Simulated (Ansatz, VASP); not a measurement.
# One calculation of Co, two programs

```
CELL_PARAMETERS angstrom
2.47056 0.00000 0.00000
-1.23528 2.13957 0.00000
0.00000 0.00000 8.08823
ATOMIC_POSITIONS crystal
Co 0.66629 0.32673 0.74287
Co 0.98942 0.00200 0.49624
Co 0.34751 0.69536 0.25416
Co 0.01648 0.99819 0.99335
```

Change from the starting cell: atoms moved at random, drawn with an rms of 0.05 Å.

Alike in both runs: task single point; functional PBEsol; k mesh 12 × 12 × 4; occupations fermi-dirac, width 0.05 eV; collinear spin, ferromagnetic start.

|  | VASP | Ansatz |
| --- | --- | --- |
| version | VASP 6.6.1 | Ansatz 0.2.0 |
| potentials or method | VASP PAW PBE potentials, release 64 (Co) | Ansatz PAW |
| plane-wave cutoff (eV) | 520 | 420 |
| valence electrons in the cell | 36 | 68 |

```csv
,VASP,Ansatz,Ansatz less VASP
gap on the k mesh at the Fermi level (eV),none,none,-
pressure (GPa),-6.0,-5.2,+0.81
largest component of the traceless stress (GPa),2.05,2.10,+0.055
rms of the force components (eV/Å),0.234,0.241,+0.0072
net moment per atom (μB),1.64,1.65,+0.010
size of the moment on the site where the two differ most (μB),1.62,1.68,+0.063
```

Site moments also hang on the region over which each program counts them. Atom by atom the forces differ by 0.007 eV/Å (rms over components). A gap of «none» marks a metal or a gap that the smearing closes. With one functional, cell and mesh, what is left measures potentials, basis and numerics. The two sets of potentials don't hold the same shells in valence.

Caveats: the PAW data sets were made with another functional, which shifts forces and pressure a little (VASP); the PAW data sets come from PBE, with cores solved anew for the run's functional, which leaves a small shift of forces and pressure (Ansatz).
